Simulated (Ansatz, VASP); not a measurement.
**Two plane-wave programs on Co**

The input INCAR:

```
PREC = Accurate
ENCUT = 600
EDIFF = 1E-6
ISMEAR = 0
SIGMA = 0.1
LREAL = False
LASPH = True
NELM = 150
ALGO = Normal
ISIF = 3
LWAVE = False
LCHARG = False
ISPIN = 2
MAGMOM = 1.93
LORBIT = 11
LMAXMIX = 4
GGA = PS
IBRION = 2
NSW = 90
EDIFFG = -0.04
```

File KPOINTS:

```
Automatic mesh
0
Gamma
  8 8 8
```

The input POSCAR:

```
Co
1.0
    0.0000000000      1.7566572351      1.7566572351
    1.7566572351      0.0000000000      1.7566572351
    1.7566572351      1.7566572351      0.0000000000
Co
1
Direct
    0.0000000000      0.0000000000      0.0000000000
```

Input for Ansatz:

```yaml
crystal:
  lattice:
    - [0.0, 1.7566572351, 1.7566572351]
    - [1.7566572351, 0.0, 1.7566572351]
    - [1.7566572351, 1.7566572351, 0.0]
  atoms:
    - { symbol: Co, position: [0.0, 0.0, 0.0], spin: 1.93 }
basis:
  ecutwfc: 420
kpoints:
  mp_grid: { grid: [8, 8, 8] }
hamiltonian:
  xc: pbesol
scf:
  occupations: { method: gaussian, width: 0.1 }
  lower_state_search: "off"
output:
  forces: true
  stress: true
  eigenvalues: true
  populations: true
magnetization:
  spin_polarized: true
relax:
  adjacent_minimum: "off"
  f_tol: 0.04
  max_steps: 70
  cell: { stress_tol: 0.4 }
```

Alike in both runs: task relaxation of cell and atoms; functional PBEsol; k mesh 8 × 8 × 8; occupations gaussian, width 0.1 eV; collinear spin.

```csv
,VASP,Ansatz
version,VASP 6.6.1,Ansatz 0.2.0
potentials or method,"VASP PAW PBE potentials, release 64 (Co)","scalar-relativistic, plane waves, PAW"
plane-wave cutoff (eV),600,420
valence electrons in the cell,9,17
```

|  | VASP | Ansatz | Ansatz less VASP |
| --- | --- | --- | --- |
| gap on the k mesh at the Fermi level, each at its own relaxed structure (eV) | none | none | - |
| net moment per atom (μB) | 1.70 | 1.70 | 0.000 |
| size of the moment on the site where the two differ most (μB) | 1.70 | 1.75 | +0.050 |
| relaxed volume (Å³/atom) | 10.45 | 10.48 | +0.028 |
| relaxed cell length with the largest relative difference (Å) | 2.454 | 2.456 | +0.0022 |
| energy change over the relaxation (meV/atom) | -11 | -9 | +1.9 |

Site moments also hang on the region over which each program counts them. A gap of «none» marks a metal or a gap that the smearing closes. The two sets of potentials don't hold the same shells in valence.

Caveats: the k mesh is coarse (spacing up to 0.39 Å⁻¹), so the values aren't converged; the PAW data sets were made with another functional, which shifts forces and pressure a little (VASP).
